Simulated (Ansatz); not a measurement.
# Mo (fcc type): how the settings move a single-point run

How sensitive is a single-point run of Mo (fcc type) to its settings? A reference run comes first, then one run with altered input.

Computed with Ansatz 0.2.0 (reference: DFT, PBE, all-electron LAPW, scalar-relativistic, unless a step's input says otherwise).

### 1 The starting structure

Symmetry: Fm-3m, No. 225, cubic system. Conventional cell: a = 3.975 Å, b = 3.975 Å, c = 3.975 Å, α = 90.00°, β = 90.00°, γ = 90.00°. Mo (site symmetry m-3m) is surrounded by 12 Mo at 2.81 Å.

Structure file:

```xyz
1
Lattice="0.0000 1.9876 1.9876 1.9876 0.0000 1.9876 1.9876 1.9876 0.0000" Properties=species:S:1:pos:R:3 pbc="T T T"
Mo    0.0000    0.0000    0.0000
```

### 2 Baseline

Input file input.yaml:

```yaml
crystal:
  lattice:
    - [0.0, 1.9876180338, 1.9876180338]
    - [1.9876180338, 0.0, 1.9876180338]
    - [1.9876180338, 1.9876180338, 0.0]
  atoms:
    - { symbol: Mo, position: [0.0, 0.0, 0.0] }
kpoints:
  mp_grid: { grid: [18, 18, 18] }
scf:
  occupations: { method: fermi_dirac, width: 0.05 }
hamiltonian:
  xc: pbe
  pseudopotentials: { kind: all_electron, lapw: { basis_error: 0.0005 } }
output:
  forces: true
  stress: true
  eigenvalues: true
```

On the command line:

```sh
$ ansatz run input.yaml --threads 1 --pin off --max-ram 2048MiB --backend cpu --events-out ev --progress --plain --runs-dir out
```

### 3 Changing settings: spin_polarized true

Changes to input.yaml since step 2:

```diff
@@ -18 +18,3 @@
   eigenvalues: true
+magnetization:
+  spin_polarized: true
```

**Question.** What will these runs give? Wanted: for each run, ending; energy change; pressure; gap; force.

The runs gave:

| run | ending | energy change | pressure (GPa) | gap (eV) | force (eV/Å) | cycles | time |
| --- | --- | --- | --- | --- | --- | --- | --- |
| reference | converged | 0 | 5.1 | 0.00 | 0.00 | 6 | 12 s |
| 1: spin_polarized true | converged | 0.0 meV/atom | 5.1 | 0.00 | 0.00 | 9 | 33 s |

Residual by cycle in the longest SCF loop of each run; runs are numbered as in the table. The quantity is the density residual dr2, in eV.

| cycle | reference | run 1 |
| --- | --- | --- |
| 1 | 0.168 | 0.14 |
| 2 | 0.0324 | 0.168 |
| 3 | 0.00587 | 0.075 |
| 4 | 5.6e-5 | 0.00583 |
| 5 | 2.5e-7 | 1.2e-4 |
| 6 | 1.8e-10 | 4.5e-6 |
| 7 | - | 1.9e-7 |
| 8 | - | 1.9e-8 |
| 9 | - | 8.4e-10 |

With the changed spin polarisation the energy stays within 0.5 meV/atom: no moment was seeded, so none could form, and both runs end non-magnetic.
